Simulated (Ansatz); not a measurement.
**AlN (Fm-3m): energy and pressure against volume**

The task here is to estimate one member of a computed series from the others.

Computed with Ansatz 0.2.0 (DFT PBE, scalar-relativistic, plane waves, PAW, unless a step's input says otherwise).

## The structure to begin with

Symmetry: Fm-3m, No. 225, cubic system. Conventional cell: a = 4.071 Å, b = 4.071 Å, c = 4.071 Å, α = 90.00°, β = 90.00°, γ = 90.00°. Around Al (site symmetry m-3m) lie 6 N at 2.04 Å. N (site symmetry m-3m) has 6 Al at 2.04 Å as nearest neighbours.

Coordinates:

```
Al N
1.0
     0.00000    2.03527    2.03527
     2.03527    0.00000    2.03527
     2.03527    2.03527    0.00000
Al N
1 1
Direct
  0.50000 0.50000 0.50000
  0.00000 0.00000 0.00000
```

This cell comes from an earlier session at PBE: 8.431 Å³/atom at 0.00 GPa, on a 10×10×10 mesh.

Set-up of the first run:

File input.yaml:

```yaml
crystal:
  lattice:
    - [0.0, 2.0077675911, 2.0077675911]
    - [2.0077675911, 0.0, 2.0077675911]
    - [2.0077675911, 2.0077675911, 0.0]
  atoms:
    - { symbol: Al, position: [0.5, 0.5, 0.5] }
    - { symbol: "N", position: [0.0, 0.0, 0.0] }
basis:
  ecutwfc: 420
  ecutrho_ratio: 4
kpoints:
  mp_grid: { grid: [10, 10, 10] }
hamiltonian:
  xc: pbe
scf:
  occupations: { method: gaussian, width: 0.05 }
output:
  forces: true
  stress: true
  eigenvalues: true
```

Launch:

```sh
$ ansatz run input.yaml --threads 1 --pin off --max-ram 2560MiB --backend cpu --events-out ev --progress --plain --runs-dir out
```

Among the steps run: Volume × 0.96; Volume × 1.04; Volume × 0.92; Volume × 0.88; Volume × 0.84; Volume × 0.8.

One table of the session follows, with a row left open; its other results are not shown here.

```
volume (Å³/atom)  energy above the lowest (meV/atom)  pressure (GPa)  gap on the mesh (eV)
           6.745                               381.6            87.0                  4.86
           7.082                               225.8            61.9                  4.98
           7.419                               117.8            41.4                  5.09
           7.756                                48.7            24.8                  5.18
           8.094                                   ?               ?                     ?
           8.431                                 0.0             0.0                  4.44
           8.768                                 9.9            -9.1                  4.07
```

Estimate the missing values for volume (Å³/atom) = 8.094.

Worked estimate for «energy above the lowest (meV/atom)». A straight line through the neighbours (7.756, 48.7) and (8.431, 0.0) gives 48.7 + (0.0 − 48.7) × (8.094 − 7.756) / (8.431 − 7.756) = 24.3; a parabola fitted to 4 rows on both sides gives 11.1.

**Answer.** energy above the lowest (meV/atom): 11.3; pressure (GPa): 11.2; gap on the mesh (eV): 4.83. In «energy above the lowest (meV/atom)» the line misses by +13.0 and the parabola by -0.2.

Limits of these values: Other structures may be lower in enthalpy at these pressures.
